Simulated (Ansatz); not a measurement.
Moving the screening of exact exchange in Na2S

```cif
data_structure
_symmetry_space_group_name_H-M 'P 1'
_symmetry_Int_Tables_number 1
_cell_length_a 4.6294
_cell_length_b 4.6294
_cell_length_c 4.6294
_cell_angle_alpha 60.000
_cell_angle_beta 60.000
_cell_angle_gamma 60.000
_cell_volume 70.16
loop_
_atom_site_label
_atom_site_type_symbol
_atom_site_fract_x
_atom_site_fract_y
_atom_site_fract_z
_atom_site_occupancy
S1 S 0.00000 0.00000 0.00000 1
Na1 Na 0.75000 0.75000 0.75000 1
Na2 Na 0.25000 0.25000 0.25000 1
```

Kept alike: task single point; functional HSE06 form with a typed share of exact exchange; k mesh 4 × 4 × 4; occupations fermi-dirac, width 0.05 eV; no spin polarisation. Program: Ansatz, Ansatz PAW, cutoff 420 eV. Exact-exchange share held at 0.25. The mesh is that of the run's cell of 3 atoms. No spin-orbit coupling.

| screening of exact exchange, ω (Å⁻¹) | band gap (eV) |
| --- | --- |
| 0.1 | 3.780 |
| 0.15 | 3.622 |
| 0.2 | 3.486 |
| 0.3 | 3.266 |
| 0.4 | 3.097 |
| 0.6 | 2.857 |

The k mesh is coarse, so the values aren't converged. A gap read on the mesh alone can miss an edge between its points. All rows use potentials made for PBE. The mesh is thin for exact exchange.

The band gap falls from 3.780 to 2.857 eV between 0.1 and 0.6 Å⁻¹. Weaker screening leaves more long-range exchange and so a wider gap.
